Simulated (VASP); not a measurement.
A run of VASP 6.6.1:

INCAR

```
SYSTEM = AlAs
  ALGO = Normal
  EDIFF = 1E-7
  EDIFFG = -0.005
  ENCUT = 600
  GGA = PS
  IBRION = 2
  ISIF = 3
  ISMEAR = 0
  KPAR = 2
  LASPH = .True.
  LCHARG = .False.
  LREAL = .False.
  LWAVE = .False.
  NELM = 80
  NSW = 90
  PREC = Accurate
  SIGMA = 0.03
```

Contents of KPOINTS:

```
k-points
0
Gamma
  10 10 10
  0 0 0
```

Contents of POSCAR:

```
AlAs                                    
1.0
    0.0000000000      2.8408956350      2.8408956350
    2.8408956350      0.0000000000      2.8408956350
    2.8408956350      2.8408956350      0.0000000000
  Al              As            
     1     1
Direct
     0.0000000000000000    0.0000000000000000    0.0000000000000000
     0.2500000000000000    0.2500000000000000    0.2500000000000000
```

Potentials or basis: VASP PAW PBE potentials, release 64 (Al, As).

Command:

```sh
$ cat potpaw_PBE.64/Al/POTCAR potpaw_PBE.64/As/POTCAR > POTCAR
$ mpirun -np 2 vasp_std > vasp.out
```

Hardware: 2 MPI ranks on AMD EPYC 7R13 Processor (Zen 3), with other jobs on the host.

Task: How long does it take, and how much memory?

Result: It took 10 s on 2 MPI ranks on AMD EPYC 7R13 Processor (Zen 3), on a shared host, peak memory 0.16 GiB a rank. Counts: scf iterations 13, k points 47, ion steps 1.
